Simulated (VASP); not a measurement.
Input of a VASP 6.6.1 run:

File INCAR:

```
SYSTEM = MoSe2
PREC = Accurate ; ENCUT = 600
EDIFF = 1E-6 ; ISMEAR = 0
SIGMA = 0.03 ; LREAL = .FALSE.
LASPH = .TRUE. ; NELM = 80
ALGO = Normal ; ISIF = 3
LWAVE = .FALSE. ; LCHARG = .FALSE.
GGA = CA ; IBRION = 2
NSW = 90 ; EDIFFG = -0.01
KPAR = 2
```

Contents of KPOINTS:

```
Automatic mesh
0
G
  9 9 2
  0 0 0
```

File POSCAR:

```
MoSe2
1.0
    3.2880000000      0.0000000000      0.0000000000
   -1.6440000000      2.8474915276      0.0000000000
    0.0000000000      0.0000000000     12.9000000000
Mo Se
2 4
Direct
    0.3333333333      0.6666666667      0.2500000000
    0.6666666667      0.3333333333      0.7500000000
    0.3333333333      0.6666666667      0.6250000000
    0.6666666667      0.3333333333      0.1250000000
    0.3333333333      0.6666666667      0.8750000000
    0.6666666667      0.3333333333      0.3750000000
```

Potentials or basis: VASP PAW LDA potentials, release 64 (Mo_sv, Se).

Command:

```bash
$ cat potpaw_LDA.64/Mo_sv/POTCAR potpaw_LDA.64/Se/POTCAR > POTCAR
$ mpirun -np 2 vasp_std > vasp.out
```

**Question.** Predict the space group after relaxing (to 0.05 Å).

**Answer.** P6_3/mmc (No. 194).

**Question.** What does it give for the relaxed cell?

**Answer.** a = 3.252 Å, b = 3.252 Å, c = 12.739 Å, α = 90.00°, β = 90.00°, γ = 120.00°.

Final structure:
```yaml
crystal:
  lattice:
    - [3.25181, 0.00000, 0.00000]
    - [-1.62590, 2.81615, 0.00000]
    - [0.00000, 0.00000, 12.73877]
  atoms:
    - { symbol: Mo, position: [0.33333, 0.66667, 0.25000] }
    - { symbol: Mo, position: [0.66667, 0.33333, 0.75000] }
    - { symbol: Se, position: [0.33333, 0.66667, 0.61965] }
    - { symbol: Se, position: [0.66667, 0.33333, 0.11965] }
    - { symbol: Se, position: [0.33333, 0.66667, 0.88035] }
    - { symbol: Se, position: [0.66667, 0.33333, 0.38035] }
```

 Zero-point motion and thermal expansion aren't in these numbers.
